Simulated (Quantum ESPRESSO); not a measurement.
Runs of Quantum ESPRESSO 7.5 on MnS. Symmetry: F-43m, No. 216, cubic system. Conventional cell: a = 4.947 Å, b = 4.947 Å, c = 4.947 Å, α = 90.00°, β = 90.00°, γ = 90.00°. Around Mn (site symmetry -43m) lie 4 S at 2.14 Å. S (site symmetry -43m) is surrounded by 4 Mn at 2.14 Å. The cell is a database's computed one.

```csv
task,potentials or basis,k mesh,cutoff (eV),mesh quality,gap on the mesh (eV),pressure (GPa),moment (μB)
single point,SG15 PBE 1.2,5 × 5 × 5,952,coarse,none,10.6,(a)
band structure,PseudoDojo 0.4 SR PBE stringent,9 × 9 × 9,1769,not flagged,none,2.8,0.25
band structure,JTH 2.0 PBE,9 × 9 × 9,735,not flagged,none,(b),0.23
band structure,PseudoDojo 0.4.1 SR PBE standard,9 × 9 × 9,1306,not flagged,none,2.8,0.27
band structure,PseudoDojo 0.5 SR PBE stringent,9 × 9 × 9,1769,not flagged,none,2.8,0.25
```

Alike in all rows: level PBE; spin collinear, ferromagnetic start; cell as given; smearing fermi-dirac 0.05 eV.

Task: Estimate the missing entries.

Result: (a) 1.67; (b) 4.3.

Caveats: some runs use coarse meshes; semilocal functionals often make such compounds metallic where correlation or magnetic order opens a gap, which also shifts bond lengths; the moment fell far below its start of 4 μB, so a state of higher moment may lie lower in energy (some runs); a cell with one magnetic atom can't hold antiferromagnetic order, which such compounds often take (some runs).

A gap of «none» marks a metal or a gap under the smearing width.
